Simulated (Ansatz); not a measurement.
# LiCl: how the settings move a single-point run

How sensitive is a single-point run of LiCl to its settings? A reference run comes first, then six runs with altered input.

Method: reference: DFT, PBE, plane waves, PAW, in Ansatz 0.2.0.

1 further run of the same task is left out (for a known fault of the program).

## (1) Starting point

The structure is hexagonal, space group P6_3mc (No. 186). The conventional cell has a = 3.894 Å, b = 3.894 Å, c = 6.226 Å, α = 90.00°, β = 90.00°, γ = 120.00°. Around Li (site symmetry 3m) lie 4 Cl at 2.37 Å. Cl (site symmetry 3m) is surrounded by 4 Li at 2.37 Å.

Coordinates:

```
Li Cl
1.0
     3.89374    0.00000    0.00000
    -1.94687    3.37208    0.00000
     0.00000    0.00000    6.22588
Li Cl
2 2
Direct
  0.66667 0.33333 0.87808
  0.33333 0.66667 0.37808
  0.66667 0.33333 0.49692
  0.33333 0.66667 0.99692
```

## (2) Baseline

File input.yaml:

```yaml
crystal:
  lattice:
    - [3.8937403989, 0.0, 0.0]
    - [-1.9468701994, 3.3720781012, 0.0]
    - [0.0, 0.0, 6.2258774586]
  atoms:
    - { symbol: Li, position: [0.6666666667, 0.3333333333, 0.87807615] }
    - { symbol: Li, position: [0.3333333333, 0.6666666667, 0.37807615] }
    - { symbol: Cl, position: [0.6666666667, 0.3333333333, 0.49692485] }
    - { symbol: Cl, position: [0.3333333333, 0.6666666667, 0.99692485] }
kpoints:
  mp_grid: { grid: [6, 6, 4] }
hamiltonian:
  xc: pbe
scf:
  occupations: { method: fixed }
  n_extra_bands: 5
output:
  forces: true
  stress: true
  eigenvalues: true
```

Started as:

```console
> ansatz run input.yaml --threads 4 --pin off --max-ram 4608MiB --backend cpu --events-out ev --progress --plain --runs-dir out
```

## (3) Changing settings: accuracy high

Edit input.yaml of step 2 so:

```diff
@@ -21 +21,2 @@
   eigenvalues: true
+accuracy: high
```

## (4) Variant: ecutwfc 250

Edit input.yaml of step 2 so:

```diff
@@ -21 +21,3 @@
   eigenvalues: true
+basis:
+  ecutwfc: 250
```

## (5) Changed: xc mr2scan

Edit input.yaml of step 2 so:

```diff
@@ -13,3 +13,3 @@
 hamiltonian:
-  xc: pbe
+  xc: mr2scan
 scf:
```

## (6) Changed: occupations.method fermi_dirac, occupations.width 0.2

Edit input.yaml of step 2 so:

```diff
@@ -15,3 +15,3 @@
 scf:
-  occupations: { method: fixed }
+  occupations: { method: fermi_dirac, width: 0.2 }
   n_extra_bands: 5
```

## (7) Changed: ecutwfc 200

Edit input.yaml of step 2 so:

```diff
@@ -21 +21,3 @@
   eigenvalues: true
+basis:
+  ecutwfc: 200
```

## (8) Changing settings: mp_grid.shift [0, 0, 0.5]

Edit input.yaml of step 2 so:

```diff
@@ -11,3 +11,3 @@
 kpoints:
-  mp_grid: { grid: [6, 6, 4] }
+  mp_grid: { grid: [6, 6, 4], shift: [0, 0, 0.5] }
 hamiltonian:
```

What does the calculation give? Wanted: for each run, ending; energy change; pressure; gap; force.

As calculated:

| run | ending | energy change | pressure (GPa) | gap (eV) | force (eV/Å) | cycles | time |
| --- | --- | --- | --- | --- | --- | --- | --- |
| reference | converged | 0 | 0.7 | 6.02 | 0.00 | 6 | 1.4 s |
| 1: accuracy high | converged | 0.0 meV/atom | 0.7 | 6.02 | 0.00 | 8 | 1.7 s |
| 2: ecutwfc 250 | converged | +49.5 meV/atom | 0.8 | 6.02 | 0.00 | 6 | 0.86 s |
| 3: xc mr2scan | converged | not comparable | 0.0 | 6.69 | 0.00 | 6 | 3.2 s |
| 4: occupations.method fermi_dirac, occupations.width 0.2 | converged | 0.0 meV/atom (σ→0) | 0.7 | 6.02 | 0.00 | 6 | 1.4 s |
| 5: ecutwfc 200 | converged | +310.8 meV/atom | 0.9 | 6.01 | 0.01 | 6 | 0.67 s |
| 6: mp_grid.shift [0, 0, 0.5] | converged | 0.0 meV/atom | 0.7 | 6.23 | 0.00 | 6 | 1.1 s |

Residual by cycle in the longest SCF loop of each run; runs are numbered as in the table. The quantity is the density residual dr2, in eV.

| cycle | reference | run 1 | run 2 | run 3 | run 4 | run 5 | run 6 |
| --- | --- | --- | --- | --- | --- | --- | --- |
| 1 | 6.2e-5 | 6.3e-5 | 0.00237 | 0.00689 | 8.2e-5 | 0.0272 | 6.5e-5 |
| 2 | 5.6e-5 | 5.6e-5 | 5.5e-4 | 0.00164 | 6.4e-5 | 0.00548 | 6.6e-5 |
| 3 | 1.6e-5 | 1.6e-5 | 6.3e-6 | 7.9e-5 | 2.0e-5 | 6.4e-5 | 2.2e-5 |
| 4 | 2.3e-6 | 2.2e-6 | 6.2e-7 | 3.5e-6 | 2.0e-6 | 3.6e-6 | 1.9e-6 |
| 5 | 3.4e-7 | 3.5e-7 | 3.7e-8 | 3.5e-7 | 4.4e-7 | 1.8e-7 | 1.1e-6 |
| 6 | 1.6e-8 | 1.6e-8 | 4.0e-9 | 1.1e-8 | 4.4e-8 | 7.9e-9 | 5.9e-8 |
| 7 | - | 1.1e-9 | - | - | - | - | - |
| 8 | - | 9.5e-12 | - | - | - | - | - |

What this shows: Runs 2 and 5 ran under the cutoff that the potentials recommend, as the log warns, so basis error is mixed into their values, and swamps them where the cutoff is far short. Of the variants the dearest is «xc mr2scan» (3.2 s), the cheapest «ecutwfc 200» (0.67 s), on a shared host.
